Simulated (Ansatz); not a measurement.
The system is AlPt.

```xyz
2
Lattice="3.0915 0.0000 0.0000 0.0000 3.0915 0.0000 0.0000 0.0000 3.0915" Properties=species:S:1:pos:R:3 pbc="T T T"
Pt    1.5458    1.5458    1.5458
Al    0.0000    0.0000    0.0000
```

Measurements of this composition are mostly on another form, of space group No. 198.

Base run:

```yaml
Program: Ansatz 0.2.0
Functional: r2SCAN
Potentials_or_basis: Ansatz PAW
Cutoff: 500 eV
Density_cutoff: 2000 eV
k_mesh: 9 × 9 × 9
Occupations: fermi-dirac, width 0.05 eV
Spin: spin-orbit coupling, no magnetisation
```

Its results: band gap on the k mesh none (metal or under the smearing width); pressure -5.2 GPa.

Task: The run is repeated on the same cell with these changes: functional from r2SCAN to PBEsol; cutoff from 500 eV to 420 eV; density cutoff from 2000 eV to 1680 eV. What comes out?

Result: Band gap on the k mesh none (metal or under the smearing width); pressure -6.1 GPa.

Caveats: the PAW data sets come from PBE, with cores solved anew for the run's functional, which leaves a small shift of forces and pressure.

Not every run made on this cell is shown here.
